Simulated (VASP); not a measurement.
Write the native input for VASP 6.6.1 that does the following.

```yaml
Task: single point
Functional: PBE
Potentials_or_basis: VASP PAW PBE potentials, release 64 (Au, Cu)
Cutoff: 520 eV
k_mesh: 9 × 9 × 7
Occupations: fermi-dirac, width 0.05 eV
Spin: no spin polarisation
Further_INCAR_settings: ALGO = Normal; EDIFF = 1e-07; NBANDS = 18
```

The structure of CuAu lies in POSCAR:

```
CuAu
1.0
    2.8107494552      0.0000000000      0.0000000000
    0.0000000000      2.8107494552      0.0000000000
    0.0000000000      0.0000000000      3.6850000000
Au Cu
1 1
Direct
   -0.0070600000      0.0031540000     -0.0155730000
    0.4965640000      0.4897100000      0.4947630000
```

The cell isn't the ideal one: atoms moved at random, drawn with an rms of 0.05 Å.

The input as run:

INCAR

```
PREC = Accurate ; ENCUT = 520
EDIFF = 1E-7 ; ISMEAR = -1
SIGMA = 0.05 ; LREAL = F
LASPH = T ; NELM = 80
ALGO = Normal ; ISIF = 2
LWAVE = F ; LCHARG = F
GGA = PE ; NBANDS = 18
```

KPOINTS

```
Automatic mesh
0
Gamma
  9 9 7
```

Potentials or basis: VASP PAW PBE potentials, release 64 (Au, Cu).

Command:

```console
$ cat potpaw_PBE.64/Au/POTCAR potpaw_PBE.64/Cu/POTCAR > POTCAR
$ mpirun -np 1 vasp_std > vasp.out
```

Results of the run:

The pressure is 4.6 GPa and the largest force is 0.304 eV/Å. The band gap on the k mesh is none (metal or under the smearing width).

It took 72 s on 1 thread of Intel(R) Xeon(R) Platinum 8488C (Sapphire Rapids) (shared host), peak memory 0.27 GiB.
